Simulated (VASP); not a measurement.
Output of a VASP run:

### OSZICAR
```
       N       E                     dE             d eps       ncg     rms          rms(c)
DAV:   1     0.137398569226E+03    0.13740E+03   -0.10283E+04  2223   0.212E+03
DAV:   2    -0.150974374410E+01   -0.13891E+03   -0.13212E+03  2377   0.407E+02
DAV:   3    -0.133033781301E+02   -0.11794E+02   -0.11542E+02  2657   0.118E+02
DAV:   4    -0.136336304752E+02   -0.33025E+00   -0.32973E+00  2446   0.208E+01
DAV:   5    -0.136459299874E+02   -0.12300E-01   -0.12298E-01  3006   0.386E+00    0.995E+00
DAV:   6    -0.115860637731E+02    0.20599E+01   -0.70884E+00  3306   0.522E+01    0.546E+00
DAV:   7    -0.115684367624E+02    0.17627E-01   -0.53220E-01  2189   0.883E+00    0.219E+00
DAV:   8    -0.115477418256E+02    0.20695E-01   -0.80466E-02  2654   0.288E+00    0.594E-01
DAV:   9    -0.115432669391E+02    0.44749E-02   -0.73241E-03  3506   0.191E+00    0.192E-01
DAV:  10    -0.115434635955E+02   -0.19666E-03   -0.98242E-04  2334   0.337E-01    0.660E-02
DAV:  11    -0.115434663855E+02   -0.27900E-05   -0.31240E-05  3239   0.814E-02    0.166E-02
DAV:  12    -0.115434658205E+02    0.56503E-06   -0.16753E-05  2599   0.410E-02    0.916E-03
DAV:  13    -0.115434651863E+02    0.63418E-06   -0.17589E-06  1622   0.279E-02
   1 F= -.96713750E+01 E0= -.96714049E+01  d E =-.967138E+01
       N       E                     dE             d eps       ncg     rms          rms(c)
DAV:   1    -0.122095660460E+02   -0.66610E+00   -0.18117E+01  2644   0.110E+02    0.752E+00
DAV:   2    -0.115036591277E+02    0.70591E+00   -0.14851E+00  2609   0.378E+01    0.193E+00
DAV:   3    -0.114105122197E+02    0.93147E-01   -0.23107E-01  2694   0.174E+01    0.111E+00
DAV:   4    -0.114064092970E+02    0.41029E-02   -0.26169E-02  3291   0.281E+00    0.893E-01
DAV:   5    -0.114069655265E+02   -0.55623E-03   -0.59703E-03  2452   0.805E-01    0.609E-01
DAV:   6    -0.114061668843E+02    0.79864E-03   -0.16753E-03  2389   0.527E-01    0.869E-02
DAV:   7    -0.114061876768E+02   -0.20793E-04   -0.44493E-05  2442   0.683E-02    0.204E-02
DAV:   8    -0.114061883178E+02   -0.64098E-06   -0.72665E-06  3156   0.773E-02
   2 F= -.96595896E+01 E0= -.96596164E+01  d E =0.117855E-01
       N       E                     dE             d eps       ncg     rms          rms(c)
DAV:   1    -0.117504248864E+02   -0.34424E+00   -0.63895E+00  2614   0.712E+01    0.372E+00
DAV:   2    -0.115396135751E+02    0.21081E+00   -0.42835E-01  2614   0.189E+01    0.118E+00
DAV:   3    -0.115042106340E+02    0.35403E-01   -0.89731E-02  2719   0.112E+01    0.410E-01
DAV:   4    -0.115033381839E+02    0.87245E-03   -0.10281E-02  3233   0.139E+00    0.525E-01
DAV:   5    -0.115035494585E+02   -0.21127E-03   -0.24696E-04  2304   0.181E-01    0.620E-01
DAV:   6    -0.115029453336E+02    0.60412E-03   -0.77055E-04  2761   0.471E-01    0.752E-02
DAV:   7    -0.115029480760E+02   -0.27424E-05   -0.62573E-05  2758   0.922E-02    0.645E-02
DAV:   8    -0.115029480784E+02   -0.24040E-08   -0.18366E-06  1889   0.163E-02
   3 F= -.96856830E+01 E0= -.96857110E+01  d E =-.143080E-01
```

### OUTCAR
```
------------------------ aborting loop because EDIFF is reached ----------------------------------------
  FORCE on cell =-STRESS in cart. coord.  units (eV):
  Direction    XX          YY          ZZ          XY          YZ          ZX
  --------------------------------------------------------------------------------------
  Total        1.8562457      1.8562457      1.8562457     -0.0000000      0.0000000     -0.0000000
  in kB      102.1450178    102.1450178    102.1450178     -0.0000000      0.0000000     -0.0000000
  external PRESSURE =       2.1450178 kB  Pullay stress =     100.0000000 kB
  volume of cell :       29.12
      direct lattice vectors                 reciprocal lattice vectors
    -0.000000000  2.441741150  2.441741150    -0.204771910  0.204771910  0.204771910
     2.441741150 -0.000000000  2.441741150     0.204771910 -0.204771910  0.204771910
     2.441741150  2.441741150  0.000000000     0.204771910  0.204771910 -0.204771910
 POSITION                                       TOTAL-FORCE (eV/Angst)
 -----------------------------------------------------------------------------------
      0.00000      0.00000      0.00000         0.000000      0.000000     -0.000000
      1.22087      1.22087      1.22087        -0.000000     -0.000000      0.000000
 -----------------------------------------------------------------------------------
    total drift:                               -0.000000     -0.000000     -0.000000
  FREE ENERGIE OF THE ION-ELECTRON SYSTEM (eV)
  ---------------------------------------------------
  free  energy   TOTEN  =       -11.5029480784 eV

  energy  without entropy=      -11.5030321938  energy(sigma->0) =      -11.50297612
  enthalpy is  TOTEN    =        -9.6856830034 eV   P V=        1.8172650750

 reached required accuracy - stopping structural energy minimisation
```
(Selected blocks of OUTCAR.)

File POSCAR:
```
InN
1
    0.0000000000     2.4660532400     2.4660532400
    2.4660532400     0.0000000000     2.4660532400
    2.4660532400     2.4660532400     0.0000000000
In N
1 1
Direct
  0.0000000000   0.0000000000   0.0000000000
  0.2500000000   0.2500000000   0.2500000000
```

Q: Write an INCAR and KPOINTS that could have produced this output.

A: This is not unique; one that fits is the input of the run itself, PBEsol GGA, plane waves, VASP's PBE PAW potentials (set 64).

INCAR:
```
SYSTEM = InN
PREC = Accurate
ENCUT = 620
EDIFF = 1E-6
NELM = 100
ALGO = Normal
LREAL = .FALSE.
LASPH = .TRUE.
ISMEAR = 1
SIGMA = 0.1
GGA = PS
LMAXMIX = 4
LWAVE = .FALSE.
LCHARG = .FALSE.
IBRION = 2
ISIF = 3
NSW = 40
EDIFFG = -0.02
PSTRESS = 100
```

KPOINTS:
```
kpoints
0
Gamma
13 13 13
0 0 0
```

POTCAR, in this order: In_d N (PBE.64 set). Program: vasp_std.

Energy and stress use the plane-wave basis of the starting cell.

The structure was generated: InN was put into the zinc blende type (F-43m), which need not be its known phase. This run relaxes it under an external pressure of 10 GPa. Symmetry was kept, so distortions that lower it aren't found.
